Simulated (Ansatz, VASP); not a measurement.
## Two plane-wave programs on GaN

```
CELL_PARAMETERS angstrom
0.00000 1.99250 1.99250
1.99250 0.00000 1.99250
1.99250 1.99250 0.00000
ATOMIC_POSITIONS crystal
Ga 0.50000 0.50000 0.50000
N 0.00000 0.00000 0.00000
```

Alike in both runs: task electric field gradients; functional PBE; k mesh 6 × 6 × 6; occupations fermi-dirac, width 0.02 eV; no spin polarisation.

|  | VASP | Ansatz |
| --- | --- | --- |
| version | VASP 6.6.1 | Ansatz 0.2.0 |
| potentials or method | VASP PAW PBE potentials, release 64 (Ga_d, N) | PAW with Ansatz's default frozen-core files, scalar-relativistic |
| plane-wave cutoff (eV) | 520 | 420 |
| valence electrons in the cell | 18 | 18 |

```tsv
	VASP	Ansatz	Ansatz less VASP
gap on the k mesh at the Fermi level (eV)	1.80	1.81	+0.014
Vzz of the field gradient on the site that differs most (V/Å²)	0.0	0.0	0.00
```

With one functional, cell and mesh, what is left measures potentials, basis and numerics.

Caveats: the k mesh is coarse (spacing up to 0.46 Å⁻¹), so the values aren't converged. A k mesh can miss the band edges.
